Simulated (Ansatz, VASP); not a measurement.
**Mn in VASP and in Ansatz**

```xyz
2
Lattice="2.4958 0.0000 0.0000 -1.2479 2.1614 0.0000 0.0000 0.0000 4.0246" Properties=species:S:1:pos:R:3 pbc="T T T"
Mn    0.0000    1.4409    1.0061
Mn    1.2479    0.7205    3.0184
```

Alike in both runs: task single point; functional LDA; k mesh 17 × 17 × 9; occupations fermi-dirac, width 0.1 eV; no spin polarisation.

|  | VASP | Ansatz |
| --- | --- | --- |
| version | VASP 6.6.1 | Ansatz 0.2.0 |
| potentials or method | VASP PAW LDA potentials, release 64 (Mn_pv) | plane waves (420 eV) with PAW, scalar-relativistic |
| plane-wave cutoff (eV) | 520 | 420 |
| valence electrons in the cell | 26 | 30 |

|  | VASP | Ansatz | Ansatz less VASP |
| --- | --- | --- | --- |
| pressure (GPa) | -21.2 | -21.5 | -0.25 |
| largest component of the traceless stress (GPa) | 0.24 | 0.13 | -0.104 |

The two sets of potentials don't hold the same shells in valence. Ansatz warned: «pseudo_functional_mismatch».

Caveats: so large a pressure means that the cell lies far from this level's equilibrium, or that cutoff or potentials fall short (VASP); the run has no spin polarisation, though such a crystal can be magnetic. Spin polarisation is off, so any magnetic state and its effect on volume and gap are missing.
